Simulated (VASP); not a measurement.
Here is a VASP 6.6.1 calculation.

Contents of INCAR:

```
SYSTEM = MgS
PREC     = Accurate       ! precision mode
ENCUT    = 500            ! plane-wave cutoff, eV
EDIFF    = 1E-6           ! SCF threshold, eV
ISMEAR   = 0              ! smearing method
SIGMA    = 0.02           ! smearing width, eV
LREAL    = .False.        ! projectors in reciprocal space
LASPH    = .True.         ! aspherical terms in the spheres
NELM     = 80             ! most SCF steps
ALGO     = Normal         ! electronic algorithm
ISIF     = 2              ! what is computed and relaxed
LWAVE    = .False.        ! write WAVECAR
LCHARG   = .True.         ! write CHGCAR
GGA      = PE             ! functional
LELF     = .True.         ! ELF
LVHAR    = .True.
```

Contents of KPOINTS:

```
Automatic mesh
0
Gamma
  8 8 8
  0 0 0
```

POSCAR

```
MgS
1.0
    0.0000000000      2.8331200468      2.8331200468
    2.8331200468      0.0000000000      2.8331200468
    2.8331200468      2.8331200468      0.0000000000
S Mg
1 1
Cartesian
    1.4165600234      1.4165600234      1.4165600234
    0.0000000000      0.0000000000      0.0000000000
```

Potentials or basis: VASP PAW PBE potentials, release 64 (S, Mg).

Command:

```console
$ cat potpaw_PBE.64/S/POTCAR potpaw_PBE.64/Mg/POTCAR > POTCAR
$ mpirun -np 1 vasp_std > vasp.out
```

(1) What does it give for the band gap on the k mesh?

(2) What does it give for the pressure?

## Answers

(1) 3.45 eV, direct.

(2) 0.8 GPa.
